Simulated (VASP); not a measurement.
## Results of a VASP single-point calculation on Mg₂Ge (strained antifluorite)

POSCAR

```
Ge Mg
 1.0000000000000000
     0.0000000000000000    3.0876082004000001    3.0876082004000001
     3.0876082004000001    0.0000000000000000    3.0876082004000001
     3.0876082004000001    3.0876082004000001    0.0000000000000000
 Ge  Mg
   1   2
Cartesian
  0.0000000000000000  0.0000000000000000  0.0000000000000000
  1.5438041002000000  1.5438041002000000  1.5438041002000000
  4.6314123006000001  4.6314123006000001  4.6314123006000001
```

```
gap between bands v and c : 0.05 eV
least direct gap          : 1.62 eV
```

Band v is the last that the valence electrons fill when counted band by band, and c is the next. Levels in eV from the top of v:

| point | v−1 | v | c | c+1 |
| --- | --- | --- | --- | --- |
| Γ | 0.00 | 0.00 | 1.62 | 3.05 |
| X | -2.15 | -2.15 | 0.05 | 0.78 |
| K | -3.75 | -1.79 | 0.77 | 3.39 |
| L | -0.77 | -0.77 | 1.45 | 2.88 |
| W | -3.88 | -2.94 | 2.85 | 4.05 |

Question: Which of these levels of theory gave these results?
A. LDA
B. r²SCAN
C. PBE
D. PBEsol
E. HSE06
F. PBE0
G. PBE with spin–orbit coupling

Answer: C.

The INCAR was:

```
GGA = PE
IBRION = -1
NSW = 0
ENCUT = 520
NBANDS = 16
SIGMA = 0.02
LASPH = .TRUE.
PREC = Accurate
ISMEAR = -1
NELM = 120
ISIF = 2
LWAVE = .FALSE.
LREAL = .FALSE.
LELF = .TRUE.
LCHARG = .TRUE.
EDIFF = 1E-7
```
